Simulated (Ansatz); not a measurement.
# The 2H-MoS2 bilayer (2H stacking) under a gate, part 2 of 4

How does the 2H-MoS2 bilayer (2H stacking) take up charge from its gate?

Ansatz 0.2.0; plane-wave DFT, PBE-D3(BJ), Ansatz PAW (the session's first sound run).

So far. Step 2 (Relaxation): The lattice constant a goes from 3.180 to 3.152 Å.

**3. Gated layer, added electrons 0**

The slab is cut off from its images along the normal. A charged sheet stands for each gate, the layer takes the opposite charge, and a barrier ahead of the sheet keeps electrons from leaking to it. The uncharged case sets the zero; a dense mesh is needed because few carriers fill a small part of the zone.

The cell differs from the one that the last finished run ended in (c 42.850 → 48.695 Å).

The input, input.yaml:

```yaml
crystal:
  lattice:
    - [3.1517585447, 0.0, 0.0]
    - [-1.5758792724, 2.7295029663, 0.0]
    - [0.0, 0.0, 48.6948046887]
  atoms:
    - { symbol: S, position: [0.3333333333, 0.6666666667, 0.4055874159] }
    - { symbol: Mo, position: [0.0, 0.0, 0.4377793219] }
    - { symbol: S, position: [0.3333333333, 0.6666666667, 0.4699398516] }
    - { symbol: S, position: [0.0, 0.0, 0.5300601484] }
    - { symbol: Mo, position: [0.3333333333, 0.6666666667, 0.5622206781] }
    - { symbol: S, position: [0.0, 0.0, 0.5944125841] }
  periodic: [true, true, false]
  symmetry: { detect: true }
kpoints:
  mp_grid: { grid: [54, 54, 1] }
  band_path:
    path: [[0, 0, 0], [0.5, 0, 0], [0.33333333, 0.33333333, 0], [0, 0, 0]]
    npoints: 16
hamiltonian:
  xc: pbe
  dispersion: d3bj
scf:
  occupations: { method: fermi_dirac, width: 0.02585 }
  convergence: { dr2_threshold: 1.0e-10 }
output:
  forces: true
  eigenvalues: true
  dos: { projected: true, e_range: [-3, 3], de: 0.01 }
  write_potential: true
  write_density: true
  volumetric_format: npy
  elf: true
external_charges:
  - { charge: 0, barrier: 10, axis: 3, height: 32.445, sigma: 0.25 }
```

Started as:

```
> ansatz run input.yaml --threads 8 --pin off --max-ram 12288MiB --backend cpu --events-out ev --progress --plain --runs-dir out
```

Numbers of over 12 decimals in the logs are rounded to 6 here.

The log of the run:

```text
[...]
Crystal: 6 atoms, lattice volume = 418.908 Å³
Basis set: ecut = 420 eV, 8095 PW (Γ), exchange–correlation on 48×48×720 points (8 copies of the dense FFT grid, shifted against one another)
Bands: 32, of which v1, the nominal top of the filled ones, is band 26 counted from 1 (25 counted from 0)
Symmetry: 6 space group operations
k-points: 271 of 2916 (time reversal used)
[...]
SCF iter   1: F=—  HF=-13527.785848 eV  |F-HF|=—  |Δ(HF+E_count)|=         —  Δρ=2.97e-3  dr2=8.35e-2  ethr=1.77e-3  ⟨swp⟩=16.5  Hψ=73286  notcnv=0
[...]
SCF iter  14: F=-13527.798197 eV  HF=-13527.798197 eV  |F-HF|=1.27e-11  |Δ(HF+E_count)|=  4.00e-11  Δρ=9.65e-8  dr2=6.77e-11  ethr=1.00e-12  ⟨swp⟩=19.6  Hψ=82352  notcnv=0
SCF 1 converged in 14 iterations: F = -13527.798197 eV  dr2 = 6.77e-11
[...]
NSCF: frozen V_eff on 49 k-points
WARN: The output density's exchange-correlation potential varies sharply where the density is thin. Do not read a vacuum level from v_tot or v_xc, or from such a field of the output density. On a cell that repeats whose density bears no net charge and no dipole along the vacuum's axis use v_es (v_loc + v_h of the components); under efield.dipole_correction with no amplitude use v_es + v_field, which holds any externa [...]
SCF converged after 14 iterations
Free energy (F): -13527.798197 eV
[...]
Internal energy: -13527.798197 eV  (E = F + TS)
E sigma→0 (E₀):  -13527.798197 eV
Fermi energy:    -4.830592 eV
[...]
--- Forces (eV/Å), atoms and charges each counted from 1 ---
  atom   1  S      0.00000000     0.00000000     0.00009284
  atom   2  Mo    -0.00000000     0.00000000     0.00061681
  atom   3  S      0.00000000     0.00000000    -0.00014771
  atom   4  S     -0.00000000    -0.00000000     0.00024312
  atom   5  Mo     0.00000000    -0.00000000    -0.00203318
  atom   6  S     -0.00000000    -0.00000000    -0.00293770
  external charge   1     0.00000000     0.00000000     0.00416719
  max |Σ_I F_I| component, the external charges' with the atoms': 1.36e-6 eV/Å
--- Band table (eV; the first three rows and the last of 271) ---
  k-point 0: bands = [... 22 lower, -7.3506, -7.1953, -6.1752, -5.4127, -3.0927, -3.0927, -3.0691, -3.0691, ... 2 higher]
  k-point 1: bands = [... 22 lower, -7.3410, -7.1355, -6.1755, -5.4197, -3.0996, -3.0845, -3.0778, -3.0588, ... 2 higher]
  k-point 2: bands = [... 22 lower, -7.3150, -7.0385, -6.1766, -5.4411, -3.1190, -3.1027, -3.0612, -3.0288, ... 2 higher]
  k-point 270: bands = [... 22 lower, -8.0591, -8.0588, -5.9706, -5.8708, -4.1280, -4.1280, -3.1989, -2.6095, ... 2 higher]
```

Elapsed: 82 s, on 8 threads of Arm Neoverse V2, shared host; peak memory 2.8 GiB.

The column dr2 measures how far the density is from self-consistency, as an energy; F and HF (Harris–Foulkes) agree once it is small.

Numbers from this step:

```
gap on the k-mesh                                                                   : 1.206 eV
gap along the path                                                                  : 1.211 eV
smallest direct gap along the path                                                  : 1.743 eV
gap, the smaller of path and mesh                                                   : 1.206 eV
potential beyond the upper barrier and gate, less the barrier, from the Fermi level : 4.819 eV
```

Running mean over a fixed 2.6 Å (it still follows the layers) of the planar mean; beyond a gate it holds the 10 eV model barrier. The electron's electrostatic potential energy less the Fermi level by z:

z (Å), electron's electrostatic potential energy less the Fermi level (eV) and a bar from the least value:
```
        4        4.8 ###################
        5        4.8 ###################
        6        4.8 ###################
        7        4.8 ###################
        8        4.8 ###################
        9        4.8 ###################
       10        4.8 ###################
       11        4.8 ###################
       12        4.8 ###################
       13        4.8 ###################
       14        4.8 ###################
       15        4.8 ###################
       16        4.8 ###################
       17        4.8 ###################
       18        3.4 #################
       19       -1.7 ############
       20       -8.3 ####
       21      -12.1 
       22      -12.1 
       23       -5.3 ########
       24       -1.0 ############
       25       -1.9 ###########
       26       -7.8 #####
       27      -12.2 
       28      -12.2 
       29       -5.7 #######
       30       -0.1 #############
       31        4.4 ##################
       32        8.1 ######################
       33       12.0 ###########################
       34       14.7 ##############################
       35       14.8 ##############################
       36       14.8 ##############################
       37       14.8 ##############################
       38       14.8 ##############################
       39       14.8 ##############################
       40       14.8 ##############################
       41       14.8 ##############################
       42       14.8 ##############################
       43       14.8 ##############################
       44       14.8 ##############################
```

The density of states has structure finer than the step of the table below, so its rows give means over 0.2 eV, whole bins alone (the curve runs from -3 to 1.62 eV). Peaks (eV: height): -2.89: 8.69, -1.89: 12.2, -1.35: 6.01, 1.26: 13.6, 1.30: 13.1, 1.33: 11.9, 1.50: 12.0.

Table of density of states by energy, zero at the Fermi level of the run, which the smearing sets inside the gap; means over each step:

energy (eV), density of states (states/eV a cell) and a bar:
```
     -2.8        6.8 #######################
     -2.6        4.8 ################
     -2.4        4.7 ################
     -2.2        3.7 ############
     -2.0        4.8 ################
     -1.8        6.9 #######################
     -1.6        4.7 ################
     -1.4        3.8 #############
     -1.2        1.4 #####
     -1.0        0.4 #
     -0.8        0.3 #
     -0.6        0.2 #
     -0.4        0.0 
     -0.2        0.0 
      0.0        0.0 
      0.2        0.0 
      0.4        0.0 
      0.6        0.6 ##
      0.8        2.9 ##########
      1.0        4.6 ###############
      1.2        9.0 ##############################
      1.4        7.9 ##########################
```

Projected DOS per atom over height of the atomic layer and energy from the Fermi level. Layers: S Mo S S Mo S from below.

Ten even steps from '_' (0.00 states/eV) to '@' (3.03 states/eV), each cell a mean:
```
--@@::::@@--
::@@::::@@::
..**....**..
__==....==__
__..____..__
____________
____________
____________
____________
____________
____________
____________
____________
__..____..__
..==____==..
..++....++..
::##::::##::
::::....::::
--__----__--
::..::::..::
--::----::--
==--====--==
```
Columns: height of the atomic layer (Å) from 19.8 to 28.9 (not evenly spaced); rows upwards: energy from the Fermi level (eV) from -2.98 to 1.62.

Electronic bands along the path, in eV, zero at the Fermi level of the run, which the smearing sets inside the gap:

```csv
point,band 23,band 24,band 25,band 26,band 27,band 28,band 29,band 30
Γ,-2.52,-2.36,-1.34,-0.58,1.74,1.74,1.76,1.76
halfway,-2.62,-2.25,-1.88,-1.80,0.94,1.26,1.34,1.39
M,-2.06,-1.93,-1.78,-1.71,1.26,1.29,1.70,1.86
halfway,-3.15,-2.88,-1.44,-1.34,1.12,1.19,1.96,2.08
K,-3.23,-3.23,-1.14,-1.04,0.70,0.70,1.63,2.22
halfway,-2.18,-2.09,-1.89,-1.88,0.63,1.05,1.39,1.54
Γ,-2.52,-2.36,-1.34,-0.58,1.74,1.74,1.76,1.76
```

ELF in the ca plane at fractional y = 0.667, with atoms of S and Mo within 0.2 Å of it. It is the smooth field of the valence electrons, not physical close to the nuclei.

Values, 5 rows by 16 columns, each cell a mean:
```
0.00 0.00 0.00 0.00 0.00 0.01 0.09 0.26 0.23 0.25 0.26 0.10 0.41 0.76 0.46 0.34
0.00 0.00 0.00 0.00 0.00 0.09 0.45 0.63 0.31 0.28 0.62 0.39 0.27 0.66 0.36 0.30
0.00 0.00 0.00 0.00 0.03 0.41 0.88 0.59 0.52 0.45 0.58 0.82 0.09 0.25 0.48 0.59
0.00 0.00 0.00 0.00 0.03 0.48 0.91 0.40 0.53 0.47 0.38 0.86 0.10 0.18 0.54 0.60
0.00 0.00 0.00 0.00 0.01 0.20 0.69 0.77 0.41 0.34 0.76 0.60 0.18 0.53 0.36 0.38
```
Columns run along c (16.0 Å, from fractional 0.26 to 0.59 of the cell), rows up along a (3.2 Å). Atoms in or near the plane, at fractional coordinates: S at (0.41, 0.33), S at (0.47, 0.33), Mo at (0.56, 0.33).

Valence density in the ca plane at fractional y = 0.667, with atoms of S and Mo within 0.2 Å of it. It is the smooth field of the valence electrons, not physical close to the nuclei.

Ten steps, logarithmic in the rise over the least value, from '0' (0.0 e/Å³) to '9' (6.4 e/Å³), each cell a mean:
```
00000000000000000012333455433321112344443334
00000000000000000012233455433221112344443333
00000000000000000124444444444432111334444544
00000000000000001245665433456654211223457886
00000000000000001356456433465565311122479998
00000000000000001356456433465465311122479998
00000000000000001345665433456654211123458986
00000000000000000134444444445443111234445554
```
Columns run along c (16.0 Å, from fractional 0.26 to 0.59 of the cell), rows up along a (3.2 Å). Atoms in or near the plane, at fractional coordinates: S at (0.41, 0.33), S at (0.47, 0.33), Mo at (0.56, 0.33).

Electrostatic potential energy in the ca plane at fractional y = 0.667, with atoms of S and Mo within 0.2 Å of it. With pseudopotentials it is smooth inside the atoms' cores, unlike the true potential.

Ten even steps from '0' (-51 eV) to '9' (0 eV), each cell a mean:
```
99999999999999999999998655789999999877888888
99999999999999999999998655789999999877888888
99999999999999999998888777788889999988887667
99999999999999999974236888863258999999851014
99999999999999999951214888731226999999720001
99999999999999999851313888722226999999720001
99999999999999999973226888852247999999851003
99999999999999999998778777887789999988876567
```
Columns run along c (16.0 Å, from fractional 0.26 to 0.59 of the cell; values clipped at the 3rd and 97th percentile), rows up along a (3.2 Å). Atoms in or near the plane, at fractional coordinates: S at (0.41, 0.33), S at (0.47, 0.33), Mo at (0.56, 0.33).

The gap, the smaller of path and mesh, is 1.206 eV.

**4. Gated layer, added electrons 1×10¹³ per cm²**

input.yaml, the sections that differ from step 3:

```yaml
total_charge: -0.008603
kpoints:
  mp_grid: { grid: [54, 54, 1] }
output:
  forces: true
  eigenvalues: true
  write_potential: true
  write_density: true
  volumetric_format: npy
external_charges:
  - { charge: 0, barrier: 10, axis: 3, height: 32.445, sigma: 0.25 }
  - { charge: 0.008603, axis: 3, height: 33.945, sigma: 0.5 }
# crystal, hamiltonian, scf: as in step 3
```

The log of the run:

```text
[...]
Crystal: 6 atoms, lattice volume = 418.908 Å³
Basis set: ecut = 420 eV, 8095 PW (Γ), exchange–correlation on 48×48×720 points (8 copies of the dense FFT grid, shifted against one another)
Bands: 33, of which v1, the nominal top of the filled ones, is band 26 counted from 1 (25 counted from 0)
Symmetry: 6 space group operations
k-points: 271 of 2916 (time reversal used)
[...]
SCF iter   1: F=—  HF=-13530.682781 eV  |F-HF|=—  |Δ(HF+E_count)|=         —  Δρ=4.45e-2  dr2=1.26e1  ethr=3.10e-3  ⟨swp⟩=20.6  Hψ=83429  notcnv=0
[...]
SCF iter  18: F=-13527.831836 eV  HF=-13527.831836 eV  |F-HF|=4.80e-10  |Δ(HF+E_count)|=  3.49e-10  Δρ=3.21e-8  dr2=1.72e-11  ethr=1.00e-12  ⟨swp⟩=9.3  Hψ=54974  notcnv=0
SCF 1 converged in 18 iterations: F = -13527.831836 eV  dr2 = 1.72e-11
[...]
SCF converged after 18 iterations
Free energy (F): -13527.831836 eV
[...]
Internal energy: -13527.831015 eV  (E = F + TS)
E sigma→0 (E₀):  -13527.831425 eV
Entropy (-TS):   -0.000821 eV (-0.137 meV/atom)
Fermi energy:    -3.891252 eV
[...]
--- Forces (eV/Å), atoms and charges each counted from 1 ---
  atom   1  S      0.00000000     0.00000000    -0.00351845
  atom   2  Mo    -0.00000000     0.00000000     0.00074433
  atom   3  S      0.00000000     0.00000000     0.00484043
  atom   4  S      0.00000000    -0.00000000    -0.01365340
  atom   5  Mo     0.00000000    -0.00000000     0.01160604
  atom   6  S     -0.00000000    -0.00000000    -0.00389768
  external charge   1     0.00000000     0.00000000     0.00465598
  external charge   2     0.00000000     0.00000000    -0.00077817
  max |Σ_I F_I| component, the external charges' with the atoms': 9.14e-7 eV/Å
--- Band table (eV; the first three rows and the last of 271) ---
  k-point 0: bands = [... 22 lower, -6.9684, -6.8455, -5.8219, -5.0513, -2.7553, -2.7553, -2.6876, -2.6876, ... 3 higher]
  k-point 1: bands = [... 22 lower, -6.9758, -6.7823, -5.8222, -5.0583, -2.7630, -2.7462, -2.6956, -2.6785, ... 3 higher]
  k-point 2: bands = [... 22 lower, -6.9552, -6.6843, -5.8232, -5.0796, -2.7850, -2.7198, -2.7181, -2.6530, ... 3 higher]
  k-point 270: bands = [... 22 lower, -7.7290, -7.6736, -5.6198, -5.5000, -3.8002, -3.7338, -2.8432, -2.2509, ... 3 higher]
```

Wall time 97 s (8 threads); peak memory 2.9 GiB; 13 min of CPU time.

Numbers from this step:

```yaml
energy_at_zero_smearing: -13527.8314 eV
potential_beyond_the_upper_barrier_and_gate_less_the_barrier_from_the_fermi_level: 3.483 eV
```

Against the uncharged case this takes +1.34 V.

**5. Gated layer, added electrons -1×10¹³ per cm²**

Changes to input.yaml since step 4:

```diff
@@ -14,3 +14,3 @@
   symmetry: { detect: true }
-total_charge: -0.008603
+total_charge: 0.008603
 kpoints:
@@ -31,2 +31,2 @@
   - { charge: 0, barrier: 10, axis: 3, height: 32.445, sigma: 0.25 }
-  - { charge: 0.008603, axis: 3, height: 33.945, sigma: 0.5 }
+  - { charge: -0.008603, axis: 3, height: 33.945, sigma: 0.5 }
```

The log of the run:

```text
[...]
Crystal: 6 atoms, lattice volume = 418.908 Å³
Basis set: ecut = 420 eV, 8095 PW (Γ), exchange–correlation on 48×48×720 points (8 copies of the dense FFT grid, shifted against one another)
Bands: 32, of which v1, the nominal top of the filled ones, is band 26 counted from 1 (25 counted from 0)
Symmetry: 6 space group operations
k-points: 271 of 2916 (time reversal used)
[...]
--- Band table (eV; the first three rows and the last of 271) ---
  k-point 0: bands = [... 22 lower, -7.6900, -7.5479, -6.5333, -5.7765, -3.4818, -3.4818, -3.4087, -3.4087, ... 2 higher]
  k-point 1: bands = [... 22 lower, -7.6984, -7.4885, -6.5336, -5.7835, -3.4894, -3.4728, -3.4166, -3.3996, ... 2 higher]
  k-point 2: bands = [... 22 lower, -7.6787, -7.3922, -6.5347, -5.8050, -3.5110, -3.4468, -3.4389, -3.3745, ... 2 higher]
  k-point 270: bands = [... 22 lower, -8.4492, -8.3895, -6.3460, -6.2223, -4.5290, -4.4567, -3.5628, -2.9675, ... 2 higher]
[key lines of the parts left out:]
SCF converged after 17 iterations
Free energy (F): -13527.748829 eV
Fermi energy:    -5.789267 eV
```

Run time: 88 s. Hardware: 8 threads; peak memory 2.8 GiB; 12 min of CPU time.

Against the uncharged case this takes -1.36 V.

**6. Gated layer, added electrons 3×10¹³ per cm²**

Changes to input.yaml since step 5:

```diff
@@ -14,3 +14,3 @@
   symmetry: { detect: true }
-total_charge: 0.008603
+total_charge: -0.025808
 kpoints:
@@ -31,2 +31,2 @@
   - { charge: 0, barrier: 10, axis: 3, height: 32.445, sigma: 0.25 }
-  - { charge: -0.008603, axis: 3, height: 33.945, sigma: 0.5 }
+  - { charge: 0.025808, axis: 3, height: 33.945, sigma: 0.5 }
```

The log of the run:

```text
[...]
Crystal: 6 atoms, lattice volume = 418.908 Å³
Basis set: ecut = 420 eV, 8095 PW (Γ), exchange–correlation on 48×48×720 points (8 copies of the dense FFT grid, shifted against one another)
Bands: 33, of which v1, the nominal top of the filled ones, is band 26 counted from 1 (25 counted from 0)
Symmetry: 6 space group operations
k-points: 271 of 2916 (time reversal used)
[...]
--- Band table (eV; the first three rows and the last of 271) ---
  k-point 0: bands = [... 22 lower, -6.2109, -6.1503, -5.1206, -4.3306, -2.0833, -2.0833, -1.9373, -1.9373, ... 3 higher]
  k-point 1: bands = [... 22 lower, -6.2199, -6.0747, -5.1207, -4.3375, -2.0916, -2.0739, -1.9451, -1.9309, ... 3 higher]
  k-point 2: bands = [... 22 lower, -6.2434, -5.9755, -5.1214, -4.3586, -2.1150, -2.0460, -1.9670, -1.9209, ... 3 higher]
  k-point 270: bands = [... 22 lower, -7.0540, -6.9243, -4.9341, -4.7526, -3.1252, -2.9742, -2.1418, -1.5339, ... 3 higher]
[key lines of the parts left out:]
SCF converged after 17 iterations
Free energy (F): -13527.880552 eV
Fermi energy:    -3.158748 eV
```

Wall time 84 s (8 threads); peak memory 2.9 GiB.

Against the uncharged case this takes +2.83 V.

**7. Gated layer, added electrons -3×10¹³ per cm²**

Changes to input.yaml since step 6:

```diff
@@ -14,3 +14,3 @@
   symmetry: { detect: true }
-total_charge: -0.025808
+total_charge: 0.025808
 kpoints:
@@ -31,2 +31,2 @@
   - { charge: 0, barrier: 10, axis: 3, height: 32.445, sigma: 0.25 }
-  - { charge: 0.025808, axis: 3, height: 33.945, sigma: 0.5 }
+  - { charge: -0.025808, axis: 3, height: 33.945, sigma: 0.5 }
```

The log of the run:

```text
[...]
Crystal: 6 atoms, lattice volume = 418.908 Å³
Basis set: ecut = 420 eV, 8095 PW (Γ), exchange–correlation on 48×48×720 points (8 copies of the dense FFT grid, shifted against one another)
Bands: 32, of which v1, the nominal top of the filled ones, is band 26 counted from 1 (25 counted from 0)
Symmetry: 6 space group operations
k-points: 271 of 2916 (time reversal used)
[...]
--- Band table (eV; the first three rows and the last of 271) ---
  k-point 0: bands = [... 22 lower, -8.3648, -8.2563, -7.2550, -6.5020, -4.2693, -4.2693, -4.0982, -4.0982, ... 2 higher]
  k-point 1: bands = [... 22 lower, -8.3737, -8.1933, -7.2552, -6.5091, -4.2771, -4.2599, -4.1062, -4.0943, ... 2 higher]
  k-point 2: bands = [... 22 lower, -8.4001, -8.0974, -7.2561, -6.5306, -4.2994, -4.2325, -4.1293, -4.0926, ... 2 higher]
  k-point 270: bands = [... 22 lower, -9.2206, -9.0610, -7.1223, -6.9072, -5.3202, -5.1323, -4.3032, -3.6787, ... 2 higher]
[key lines of the parts left out:]
SCF converged after 17 iterations
Free energy (F): -13527.630642 eV
Fermi energy:    -6.577063 eV
```

Run time: 86 s. Hardware: 8 threads; peak memory 2.8 GiB.

Against the uncharged case this takes -2.94 V.

[end of part 2 of 4]

[Logs are printed without paths, hosts, clocks, repeated set-up lines and the standing remarks that a program may print on its own settings, such as how far it seeks lower states.]

[Hosts, paths, dates, database ids (printed as entryN), source tags and the programs' standing remarks are cut or masked in the printed files.]

[Maps of the electrostatic potential energy from Ansatz leave out the sawtooth potential of an applied field or a dipole correction, so their vacuum need not be flat; planar profiles and work functions include it.]

[The density of states shown here was stored with 400 of the rows of the run's finer table, so its peaks can read low, often by over a quarter, or be missed, and its means over a window can be off by a tenth or more.]
